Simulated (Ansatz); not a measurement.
Ta: energy change per atom and pressure against volume scale

Results calculated with Ansatz 0.2.0, not measured. Plane-wave DFT, scalar-relativistic PAW made under PBE with cores redone for the functional, no dispersion; the given relaxed cell is scaled uniformly, energy at zero smearing counts from the unscaled cell, pressure at the given Fermi-Dirac smearing is positive in compression.

The cell before it is scaled or strained (space group Pm-3m, No. 221):
```
Ta
1.0
      2.7602     0.0000     0.0000
      0.0000     2.7602     0.0000
      0.0000     0.0000     2.7602
Ta
1
Direct
  0.00000 0.00000 0.00000
```

Settings of every row: spin polarised no; functional RPBE; wave cutoff 420 eV; smearing width 0.1 eV; k mesh 13x13x13.

Atom starting moment: 0 on all atoms.

Limits: no spin-orbit coupling, which can matter with elements this heavy; the cell comes from a prototype or a list of computed structures and needn't be the stable phase.

```csv
row,volume scale,V (Å³/atom),energy change per atom (meV),pressure (GPa)
1,0.88,18.506,155.35,22.31
2,0.92,19.347,?,?
3,0.96,20.188,14.25,6.02
4,1.04,21.87,14.45,-4.92
5,1.08,22.711,52.49,-8.97
6,1.12,23.553,109.88,-12.31
```

Question: what energy change per atom and pressure should row 2 give?

Worked fit of energy change per atom. Take u = (V_r/V)^(2/3) − 1 with V_r = 21.87 Å³ an atom, which is twice the finite (Eulerian) strain; such expansions in the strain, on which the Birch-Murnaghan equation of state is built, carry the rest volume and the bulk modulus. The shown rows have u = 0.11778, 0.0548, 0, -0.02484, -0.04822. Least squares give energy change per atom = 14.551 − 1054.403 × u + 19104.44 × u² meV; a straight line predicts inner rows, each left out in turn, worse (root mean square 63 against 0.18 meV). The rows lie off it by -0.03, 0.11, -0.10, -0.04, 0.06 (root mean square 0.075 meV). Its lowest point lies at u = 0.0276, or V = 20.99 Å³ an atom, and the curvature there gives the bulk modulus at fixed shape and fractions, B = (4/9)(1 + u)² E″(u)/V = 137 GPa. The withheld row has u = 0.08515, so the fit gives 14.551 − 1054.403 × (0.08515) + 19104.44 × (0.08515)² = 63.29 meV.

The calculation gave 63.46 meV. The fit lies 0.17 meV (0.12 % of the column's range) below it; its largest miss of a shown row is 0.11 meV.

Worked fit of pressure. Take u = (V_r/V)^(2/3) − 1 with V_r = 21.87 Å³ an atom, which is twice the finite (Eulerian) strain; such expansions in the strain, on which the Birch-Murnaghan equation of state is built, carry the rest volume and the bulk modulus. The shown rows have u = 0.11778, 0.0548, 0, -0.02484, -0.04822. Least squares give pressure = −4.956 + 174.894 × u + 479.49 × u² GPa; a straight line predicts inner rows, each left out in turn, worse (root mean square 1.6 against 0.081 GPa). The rows lie off it by 0.02, -0.05, 0.04, 0.03, -0.04 (root mean square 0.037 GPa). The pressure vanishes at u = 0.0264, or V = 21.03 Å³ an atom, and there the bulk modulus at fixed shape and fractions is B = −V dP/dV = (2/3)(1 + u) dP/du = 137 GPa. The withheld row has u = 0.08515, so the fit gives −4.956 + 174.894 × (0.08515) + 479.49 × (0.08515)² = 13.41 GPa.

The calculation gave 13.34 GPa. The fit lies 0.07 GPa (0.2 % of the column's range) above it; its largest miss of a shown row is 0.05 GPa.
